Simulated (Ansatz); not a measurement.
Crystal: P.

```
P
1.0
     1.64774   -5.46504    0.00000
     1.64774    5.46504    0.00000
     0.00000    0.00000    4.54364
P
4
Direct
  0.90414 0.09586 0.58882
  0.09586 0.90414 0.41118
  0.59586 0.40414 0.08882
  0.40414 0.59586 0.91118
```

```yaml
Program: Ansatz 0.2.0
Task: relaxation of cell and atoms
Functional: PBEsol
Potentials_or_basis: Ansatz PAW
Cutoff: "420 eV (not typed: the program's choice for these potentials)"
k_mesh: 8 × 8 × 6
Occupations: fermi-dirac, width 0.05 eV
Spin: no spin polarisation
```

At the start: volume 20.46 Å³/atom.

Problem. Where does the relaxation end?

Solution. It ends after 7 steps and the volume is 17.87 Å³/atom (-12.6 %); space group Cmce (No. 64, to 0.05 Å).

Step by step:
| step | energy change (eV) | largest force (eV/Å) | volume (Å³) |
| --- | --- | --- | --- |
| 1 | 0.0000 | 0.2967 | 81.83 |
| 2 | -0.0486 | 0.0796 | 75.54 |
| 3 | -0.0751 | 0.0916 | 71.57 |
| 4 | -0.0828 | 0.0386 | 70.63 |
| 5 | -0.0851 | 0.0044 | 71.59 |
| 6 | -0.0851 | 0.0009 | 71.49 |
| 7 | -0.0842 | 0.0011 | 71.49 |

Final structure:
```
P
1.0
     1.65787   -5.13620    0.00000
     1.65787    5.13620    0.00000
     0.00000    0.00000    4.19786
P
4
Direct
  0.89452 0.10548 0.57276
  0.10548 0.89452 0.42724
  0.60548 0.39452 0.07276
  0.39452 0.60548 0.92724
```

Caveat: the plane-wave basis is chosen anew once the cell has moved, so the energies of steps on either side of that aren't comparable; the PAW data sets come from PBE, with cores solved anew for the run's functional, which leaves a small shift of forces and pressure.
